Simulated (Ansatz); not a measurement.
**AgCl (Fm-3m): scan of the energy under strain in Python**

The task is a scan of the energy under strain, for AgCl (Fm-3m).

The COD entry's cell or inner coordinates are ideal or old and differ from later refinements, so a difference from it is no clean test against experiment.

All numbers are computed with Ansatz 0.2.0 through its Python package. Level of theory: DFT PBE, plane waves, PAW.

## 1. The structure

It takes space group Fm-3m (No. 225, cubic). Conventional cell: a = 5.470 Å, b = 5.470 Å, c = 5.470 Å, α = 90.00°, β = 90.00°, γ = 90.00°. Ag (site symmetry m-3m) is surrounded by 6 Cl at 2.73 Å. Cl (site symmetry m-3m) has 6 Ag at 2.73 Å as nearest neighbours.

The script holds or builds the structure itself.

## 2. The code

The input, strain_agcl.py:

```python
'''Energy of AgCl under shear strain, ions carried with the cell.'''

import ansatz
import numpy as np
from tabulate import tabulate

config = {
    'cutoff': 450,
    'occupations': 'fermi_dirac',
    'sigma': 0.05,
    'kmesh': (6, 6, 6),
}

vectors0 = np.array([
    [0.0, 2.735, 2.735],
    [2.735, 0.0, 2.735],
    [2.735, 2.735, 0.0],
])
sites = [
    ('Ag', (0.0, 0.0, 0.0)),
    ('Cl', (0.5, 0.5, 0.5)),
]


def crystal_on(cell):
    crystal = ansatz.Crystal(lattice=ansatz.Lattice.of(cell))
    for symbol, position in sites:
        crystal = crystal.atom(symbol, position)
    return crystal

# clamped ions: the fractional positions stay as typed
values = np.linspace(-0.03, 0.03, 5)
energies = []
for d in values:
    strain = np.array([[0, d / 2, 0], [d / 2, 0, 0], [0, 0, 0]])
    cell = vectors0 @ (np.eye(3) + strain)
    job = crystal_on(cell).calculation()
    job = job.basis(config['cutoff'])
    job = job.functional(ansatz.Functional.PBE).pseudopotentials('paw')
    job = job.occupations(config['occupations'], width=config['sigma'])
    job = job.kpoints(*config['kmesh'])
    job = job.stress()
    data = job.run(threads=1).report
    energies.append(data['free_energy_ev'] / len(sites))
    s = data['stress_gpa']
    print(f'd = {d:+.4f}  stress xx yy zz xy (GPa, compression positive): {s[0][0]:8.3f} {s[1][1]:8.3f} {s[2][2]:8.3f} {s[0][1]:8.3f}')
energies = np.array(energies)

print(tabulate(zip(values, 1000 * (energies - energies.min())), headers=['strain', 'dE (meV/atom)'], floatfmt='.3f'))
curvature = 2 * np.polyfit(values, energies, 3)[1]
volume = abs(np.linalg.det(vectors0)) / len(sites)
print(f'd2E/dd2 over the volume: {curvature / volume * 160.21766:.1f} GPa')
```

## 3. The input behind the calls

The package turns the script's settings into the engine's input (first run):

```yaml
crystal:
  lattice:
    - [-0.041025, 2.735, 2.735]
    - [2.735, -0.041025, 2.735]
    - [2.693975, 2.693975, 0.0]
  atoms:
    - { symbol: Ag, position: [0.0, 0.0, 0.0] }
    - { symbol: Cl, position: [0.5, 0.5, 0.5] }
basis:
  ecutwfc: 450.0
kpoints:
  mp_grid:
    grid: [6, 6, 6]
hamiltonian:
  xc: pbe
  pseudopotentials:
    kind: paw
scf:
  occupations:
    method: fermi_dirac
    width: 0.05
output:
  stress: true
```

## 4. The run

The run is started by

```bash
> python strain_agcl.py
```

What it wrote:

```text
d = -0.0300  stress xx yy zz xy (GPa, compression positive):    3.938    3.938    3.927    0.117
d = -0.0150  stress xx yy zz xy (GPa, compression positive):    3.939    3.939    3.936    0.058
d = +0.0000  stress xx yy zz xy (GPa, compression positive):    3.939    3.939    3.939   -0.000
d = +0.0150  stress xx yy zz xy (GPa, compression positive):    3.939    3.939    3.936   -0.058
d = +0.0300  stress xx yy zz xy (GPa, compression positive):    3.938    3.938    3.927   -0.117
  strain    dE (meV/atom)
--------  ---------------
  -0.030            0.337
  -0.015            0.087
   0.000            0.000
   0.015            0.087
   0.030            0.337
d2E/dd2 over the volume: 5.8 GPa
```

Run time: 6.4 s. Hardware: 1 thread of Arm Neoverse V2, shared host; peak memory 0.38 GiB.

## 5. What changed from run to run

The engine's inputs for some of the other runs:

Run 2, against run 1:

```diff
@@ -3,3 +3,3 @@
-    - [-0.041025, 2.735, 2.735]
-    - [2.735, -0.041025, 2.735]
-    - [2.693975, 2.693975, 0.0]
+    - [-0.0205125, 2.735, 2.735]
+    - [2.735, -0.0205125, 2.735]
+    - [2.7144874999999997, 2.7144874999999997, 0.0]
```

Run 3, against run 1:

```diff
@@ -3,3 +3,3 @@
-    - [-0.041025, 2.735, 2.735]
-    - [2.735, -0.041025, 2.735]
-    - [2.693975, 2.693975, 0.0]
+    - [0.0, 2.735, 2.735]
+    - [2.735, 0.0, 2.735]
+    - [2.735, 2.735, 0.0]
```

Run 4, against run 1:

```diff
@@ -3,3 +3,3 @@
-    - [-0.041025, 2.735, 2.735]
-    - [2.735, -0.041025, 2.735]
-    - [2.693975, 2.693975, 0.0]
+    - [0.0205125, 2.735, 2.735]
+    - [2.735, 0.0205125, 2.735]
+    - [2.7555125, 2.7555125, 0.0]
```

Lines on the test bed's own set-up are left out of the output.

## 6. The runs side by side

The 5 runs, in the order started:

| run | strain | energy from run 3 (meV/atom) | pressure (GPa) | SCF cycles | CPU time (s) |
| --- | --- | --- | --- | --- | --- |
| 1 | -0.030 | 0.34 | 3.93 | 6 | 1.4 |
| 2 | -0.015 | 0.09 | 3.94 | 6 | 1.3 |
| 3 | 0.000 | 0.00 | 3.94 | 6 | 0.54 |
| 4 | 0.015 | 0.09 | 3.94 | 6 | 1.3 |
| 5 | 0.030 | 0.34 | 3.93 | 6 | 1.3 |

## 7. Summary of results

```
                  quantity          value
curvature under the strain        5.8 GPa
             runs compared              5
           range of energy  0.34 meV/atom
      lowest point, strain          0.000
```

In words: Against the unstrained cell the energy per atom changes by +0.34 meV at one end of the scan and +0.34 meV at the other, and its second derivative over the volume is 5.8 GPa. The curvature belongs to this strain pattern and to the cell's stress; it equals a single elastic constant only for simple patterns. Of the deposited cell: the entry's cell lengths or inner coordinates differ somewhat from later room-temperature determinations. The ions keep their fractional positions (clamped ions).
